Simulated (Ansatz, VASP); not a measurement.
# CoH: VASP beside Ansatz

The input INCAR:

```
ALGO     = Normal         # electronic algorithm
EDIFF    = 1E-7           # SCF threshold, eV
ENCUT    = 520            # plane-wave cutoff, eV
GGA      = PS             # functional
ISIF     = 2              # what is computed and relaxed
ISMEAR   = -1             # smearing method
ISPIN    = 2              # spin polarisation
LASPH    = T              # aspherical terms in the spheres
LCHARG   = T              # write CHGCAR
LELF     = T              # ELF
LMAXMIX  = 4              # l up to which the mixer works
LORBIT   = 11             # projections on sites
LREAL    = F              # projectors in reciprocal space
LVHAR    = T            
LWAVE    = F              # write WAVECAR
MAGMOM   = 1.8 0          # initial moments
NBANDS   = 16             # bands
NELM     = 150            # most SCF steps
PREC     = Accurate       # precision mode
SIGMA    = 0.1            # smearing width, eV
```

KPOINTS

```
k-points
0
Gamma
  11 11 11
```

Contents of POSCAR:

```
CoH
1.0
    0.0000000000      1.8305924668      1.8305924668
    1.8305924668      0.0000000000      1.8305924668
    1.8305924668      1.8305924668      0.0000000000
Co H
1 1
Direct
    0.0000000000      0.0000000000      0.0000000000
    0.5000000000      0.5000000000      0.5000000000
```

Input for Ansatz:

```yaml
crystal:
  lattice:
    - [0.0, 1.830592466770601, 1.830592466770601]
    - [1.830592466770601, 0.0, 1.830592466770601]
    - [1.830592466770601, 1.830592466770601, 0.0]
  atoms:
    - { symbol: Co, position: [0.0, 0.0, 0.0], spin: 1.8 }
    - { symbol: H, position: [0.5, 0.5, 0.5] }
basis:
  ecutwfc: 500.0
kpoints:
  mp_grid:
    grid: [11, 11, 11]
hamiltonian:
  xc: pbesol
magnetization:
  spin_polarized: true
scf:
  occupations:
    method: fermi_dirac
    width: 0.1
output:
  stress: true
```

The cell comes from a database or a generator and needn't be the stable form of this composition.

Alike in both runs: task single point; functional PBEsol; k mesh 11 × 11 × 11; occupations fermi-dirac, width 0.1 eV; collinear spin.

```csv
,VASP,Ansatz
version,VASP 6.6.1,Ansatz 0.2.0
potentials or method,"VASP PAW PBE potentials, release 64 (Co, H)","plane waves, PAW"
plane-wave cutoff (eV),520,500
valence electrons in the cell,10,18
```

|  | VASP | Ansatz | Ansatz less VASP |
| --- | --- | --- | --- |
| pressure (GPa) | -2.1 | -1.7 | +0.38 |
| net moment per atom (μB) | 0.57 | 0.58 | +0.004 |
| size of the moment on the site where the two differ most (μB) | 1.17 | 1.13 | -0.038 |

Site moments also hang on the region over which each program counts them. The two sets of potentials don't hold the same shells in valence.

Caveats: the PAW data sets were made with another functional, which shifts forces and pressure a little (VASP).
